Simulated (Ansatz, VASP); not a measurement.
**Cl in VASP and in Ansatz**

INCAR

```
SYSTEM = Cl
PREC = Accurate ; ENCUT = 520
EDIFF = 1E-7 ; ISMEAR = -1
SIGMA = 0.05 ; LREAL = .False.
LASPH = .True. ; NELM = 100
ALGO = Normal ; ISIF = 2
LWAVE = .False. ; LCHARG = .False.
GGA = PS ; NBANDS = 22
```

File KPOINTS:

```
Automatic mesh
0
Gamma
  7 7 4
  0 0 0
```

The input POSCAR:

```
Cl
1.0
    3.1238919815     -2.2348988739      0.0000000000
    3.1238919815      2.2348988739      0.0000000000
    0.0000000000      0.0000000000      8.1548976686
Cl
4
Direct
    0.3700000000      0.6300000000      0.4000000000
    0.1300000000      0.8700000000      0.9000000000
    0.6300000000      0.3700000000      0.6000000000
    0.8700000000      0.1300000000      0.1000000000
```

Contents of input.yaml:

```yaml
crystal:
  lattice:
    - [3.1238919815, -2.2348988739, 0.0]
    - [3.1238919815, 2.2348988739, 0.0]
    - [0.0, 0.0, 8.1548976686]
  atoms:
    - { symbol: Cl, position: [0.37, 0.63, 0.4] }
    - { symbol: Cl, position: [0.13, 0.87, 0.9] }
    - { symbol: Cl, position: [0.63, 0.37, 0.6] }
    - { symbol: Cl, position: [0.87, 0.13, 0.1] }
hamiltonian:
  xc: pbesol
  pseudopotentials: { kind: paw }
kpoints:
  mp_grid: { grid: [7, 7, 4] }
scf:
  occupations: { method: fermi_dirac, width: 0.05 }
output:
  forces: true
  stress: true
  eigenvalues: true
  write_density: true
  write_potential: true
  elf: true
  volumetric_format: npy
```

Change from the starting cell: volume scaled by 0.98.

Alike in both runs: task single point; functional PBEsol; k mesh 7 × 7 × 4; occupations fermi-dirac, width 0.05 eV; no spin polarisation.

|  | VASP | Ansatz |
| --- | --- | --- |
| version | VASP 6.6.1 | Ansatz 0.2.0 |
| potentials or method | VASP PAW PBE potentials, release 64 (Cl) | Ansatz PAW |
| plane-wave cutoff (eV) | 520 | 420 |
| valence electrons in the cell | 28 | 28 |

|  | VASP | Ansatz | Ansatz less VASP |
| --- | --- | --- | --- |
| gap on the k mesh at the Fermi level (eV) | 2.55 | 2.50 | -0.051 |
| least direct gap on the mesh (eV) | 2.61 | 2.56 | -0.052 |
| pressure (GPa) | -0.6 | -0.3 | +0.33 |
| largest component of the traceless stress (GPa) | 0.86 | 0.59 | -0.272 |
| rms of the force components (eV/Å) | 0.065 | 0.082 | +0.0177 |

Atom by atom the forces differ by 0.093 eV/Å (rms over components). With one functional, cell and mesh, what is left measures potentials, basis and numerics.

Caveats: the PAW data sets were made with another functional, which shifts forces and pressure a little (VASP); an odd mesh through Γ misses points on the zone boundary, where band edges often lie (VASP); odd divisions of the mesh miss points on the zone boundary, where band edges often lie, so the gap on the mesh can be too wide (Ansatz); the PAW data sets come from PBE, with cores solved anew for the run's functional, which leaves a small shift of forces and pressure (Ansatz).
